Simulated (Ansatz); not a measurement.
Start from ZnTe in the zinc blende structure (space group F-43m, No. 216; a = 6.179 Å). Axes: x, y, z lie along the cube axes.

Now apply this change: tensor shear ε_xy = −3.02 % (engineering shear γ = -0.0604), atoms relaxed at fixed cell.

Calculations: PBE (Ansatz, a quantum-chemistry and plane-wave program, PAW, no spin-orbit coupling).

Problem. Give the band edges at the high-symmetry points of the new zone, measured from its valence-band maximum.

Solution. 
```tsv
point	valence edge (eV)	conduction edge (eV)
Γ	0.00	0.86
X	-1.93	1.81
F₂	-2.07	2.20
Σ₀	-2.07	2.20
Y₀	-1.64	2.87
U₀	-1.64	2.87
R	-1.06	1.32
W	-2.61	4.17
S	-0.81	1.77
T	-2.22	2.11
```

The gap is 0.86 eV, direct at Γ.

With Te present, leaving out spin-orbit coupling can change the band edges. The cells carry an imposed strain or load. No phonon test of stability was made. Labels are those of the standard path for the cell's own space group.
